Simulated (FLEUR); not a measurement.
Li2O in FLEUR: convergence with lmax

Input of the first run (lmax 4); the others differ in this setting and in those tied to it:

Contents of inp.xml:

```xml
<?xml version="1.0" encoding="UTF-8" standalone="no"?>
<fleurInput fleurInputVersion="0.39">
   <comment>
      Li2O                                                                                                
   </comment>
   <calculationSetup>
      <cutoffs Kmax="4.11" Gmax="12.8" GmaxXC="12.8" numbands="0"/>
      <scfLoop itmax="60" minDistance="0.00001" maxIterBroyd="15" imix="Anderson" alpha="0.05" precondParam="0.0" spinf="2.0" sdNocoIR="T"/>
      <coreElectrons ctail="T" frcor="F" kcrel="0" coretail_lmax="0"/>
      <xcFunctional name="pbe" relativisticCorrections="F"/>
      <magnetism jspins="1"/>
      <soc l_soc="F" theta="0.0" phi="0.0" spav="F"/>
      <expertModes spex="0" secvar="F"/>
      <geometryOptimization l_f="T" forcealpha="1.0" forcemix="BFGS" epsdisp="0.0005" epsforce="0.0002"/>
      <ldaU l_linMix="F" mixParam="0.05" spinf="1.0"/>
   </calculationSetup>
   <cell>
      <bzIntegration valenceElectrons="12.0" mode="hist" fermiSmearingEnergy="0.00183747">
         <kPointListSelection listName="default-1"/>
         <!-- k-points included here -->
         <xi:include xmlns:xi="http://www.w3.org/2001/XInclude" href="kpts.xml"> </xi:include>
      </bzIntegration>
      <!-- symmetry operations included here -->
      <xi:include xmlns:xi="http://www.w3.org/2001/XInclude" href="sym.xml"> </xi:include>
      <bulkLattice scale="1.0">
         <bravaisMatrix>
            <row-1>    0.0000000000000000     4.3971175136164149     4.3971175136164149</row-1>
            <row-2>    4.3971175136164149     0.0000000000000000     4.3971175136164149</row-2>
            <row-3>    4.3971175136164149     4.3971175136164149     0.0000000000000000</row-3>
         </bravaisMatrix>
      </bulkLattice>
   </cell>
   <atomSpecies>
      <species name="Oxygen (O)" element="O" atomicNumber="8">
         <mtSphere radius="1.75" gridPoints="583" logIncrement="0.018"/>
         <atomicCutoffs lmax="4" lnonsphr="3"/>
         <electronConfig flipSpins="F">
            <coreConfig>(1s1/2)</coreConfig>
            <valenceConfig>(2s1/2) (2p1/2) (2p3/2)</valenceConfig>
            <stateOccupation state="(2p1/2)" spinUp="0.666667" spinDown="0.666667"/>
            <stateOccupation state="(2p3/2)" spinUp="1.333333" spinDown="1.333333"/>
         </electronConfig>
         <energyParameters s="2" p="2" d="3" f="4"/>
         <lo type="SCLO" l="0" n="2" eDeriv="2"/>
         <lo type="SCLO" l="1" n="2" eDeriv="2"/>
         <lo type="SCLO" l="2" n="3" eDeriv="2"/>
      </species>
      <species name="Lithium (Li)" element="Li" atomicNumber="3">
         <mtSphere radius="1.75" gridPoints="583" logIncrement="0.017"/>
         <atomicCutoffs lmax="4" lnonsphr="3"/>
         <electronConfig flipSpins="F">
            <coreConfig></coreConfig>
            <valenceConfig>(1s1/2) (2s1/2)</valenceConfig>
            <stateOccupation state="(2s1/2)" spinUp="0.500000" spinDown="0.500000"/>
         </electronConfig>
         <energyParameters s="2" p="2" d="3" f="4"/>
         <lo type="SCLO" l="0" n="1" eDeriv="0"/>
         <lo type="SCLO" l="1" n="2" eDeriv="2"/>
         <lo type="SCLO" l="2" n="3" eDeriv="2"/>
      </species>
   </atomSpecies>
   <atomGroups>
      <atomGroup species="Oxygen (O)">
         <relPos label="                   1">.0000000000 .0000000000 .0000000000</relPos>
         <force calculate="T" relaxXYZ="TTT"/>
      </atomGroup>
      <atomGroup species="Lithium (Li)">
         <relPos label="                   2">1.000/4.000 1.000/4.000 1.000/4.000</relPos>
         <relPos label="                   3">-1.000/4.000 -1.000/4.000 -1.000/4.000</relPos>
         <force calculate="T" relaxXYZ="TTT"/>
      </atomGroup>
   </atomGroups>
   <output dos="F" band="F" slice="F">
      <checks vchk="F" cdinf="F"/>
      <bandDOS minEnergy="-.5*Htr" maxEnergy="0.5*Htr" sigma="0.015" storeEVData="T"/>
      <vacuumDOS vacdos="F" integ="F" star="F" nstars="0" locx1="0.0" locy1="0.0" locx2="0.0" locy2="0.0" nstm="0" tworkf="0.0"/>
      <unfoldingBand unfoldBand="F" supercellX="1" supercellY="1" supercellZ="1"/>
      <plotting iplot="0" polar="F">
         <plot TwoD="T" vec1="  1.0  0.0  0.0" vec2="  0.0  1.0  0.0" vec3="  0.0  0.0  1.0" zero="  0.0  0.0  0.0" file="plot"/>
      </plotting>
      <chargeDensitySlicing numkpt="0" minEigenval="0.0" maxEigenval="0.0" nnne="0" pallst="F"/>
      <specialOutput eonly="F"/>
      <moessbauerParams electricFieldGradient="T" isomerShift="T" coreHyperfine="T" valenceHyperfine="T"/>
      <magneticCircularDichroism mcd="F" energyLo="-10.0" energyUp="0.0"/>
   </output>
  <!-- We include the file relax.xml here to enable relaxations (see documentation) -->
  <xi:include xmlns:xi="http://www.w3.org/2001/XInclude" href="relax.xml"> <xi:fallback/> </xi:include>
</fleurInput>
```

Contents of crystal.txt:

```
Li2O
&input cartesian=F /
0.0000000000  2.3268543819  2.3268543819
2.3268543819  0.0000000000  2.3268543819
2.3268543819  2.3268543819  0.0000000000
1.8897261246
1.0 1.0 1.0

3
8 0.0000000000  0.0000000000  0.0000000000
3 0.2500000000  0.2500000000  0.2500000000
3 0.7500000000  0.7500000000  0.7500000000

&kpt div1=8 div2=8 div3=8 gamma=T /
```

Potentials or basis: all-electron, FLAPW.

The run is started by

```sh
$ inpgen -f crystal.txt -profile fastHighL
$ # inp.xml edited to the form shown
$ fleur_MPI
```

The cell comes from a database or a generator and needn't be the stable form of this composition.

Hardware: 1 thread of Arm Neoverse V2 (shared host).

Q: The values tried are 4, 5, 6, 7, 8, 10, 12, loosest first. From which on does the energy stay within 1 meV/atom of the tightest run that finished?

A: From 6 on.

```csv
lmax,"energy less the tightest run, at zero smearing (meV/atom)",gap on the mesh (eV),SCF cycles,CPU time (s),peak memory (GiB)
4,7.75,4.938,15,9,0.05
5,5.28,4.932,15,9.6,0.05
6,0.81,4.941,15,10,0.05
7,-0.05,4.940,15,13,0.05
8,-0.05,4.940,15,16,0.05
10,0.00,4.938,15,22,0.06
12,0.00,4.938,15,29,0.07
```

Against the tightest run, the gap on the mesh stays within 0.01 eV from 4 on. The tightest run that finished is the yardstick and may itself not be fully converged.
